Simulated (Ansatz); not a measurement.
Free-standing chains of the atoms of BeTe, named by their start (strip: triangular double chain, ladder: square double chain); atoms and period are relaxed, and energies count from relaxed bulk BeTe (F-43m, 22.02 Å³/atom, gap on the mesh 1.84 eV).

Method: Ansatz 0.2.0, DFT PBEsol, scalar-relativistic, plane waves, PAW.

Cutoff 420 eV; k points 1×1×28 on the computed 2-atom cell (Γ-centred); Gaussian smearing, width 0.05 eV; collinear spin from starting moments 0.5 0.5 μB.

Start (strip chain):

```yaml
crystal:
  lattice:
    - [11.00000, 0.00000, 0.00000]
    - [0.00000, 9.30000, 0.00000]
    - [0.00000, 0.00000, 2.31569]
  atoms:
    - { symbol: Be, position: [0.41063, 0.50000, 0.00000] }
    - { symbol: Te, position: [0.58937, 0.50000, 0.50000] }
```

**Question.** Relax it.

**Answer.** The free energy falls by 1706 meV/atom. It ends far from its start (an atom moved by over half a bond, or the period changed much).

* excess energy (eV per host atom): 0.981
* period (Å): 4.053
* gap on the mesh (eV): 2.07
* size of the moment (μB per cell): 0.00

Relaxed structure:
```
Be Te
1.0
    11.00000    0.00000    0.00000
     0.00000    9.30000    0.00000
     0.00000    0.00000    4.05269
Be Te
1 1
Direct
  0.46006 0.50000 0.00000
  0.53994 0.50000 0.50000
```

Spin-orbit coupling is left out, which matters for the bands of heavy elements.

Each run keeps its start's symmetry and one magnetic start, so lower states can exist.

Time: 2.3 min on 2 threads of AMD EPYC 9R45 96-Core Processor (Zen 5) (shared host), peak memory 0.73 GiB.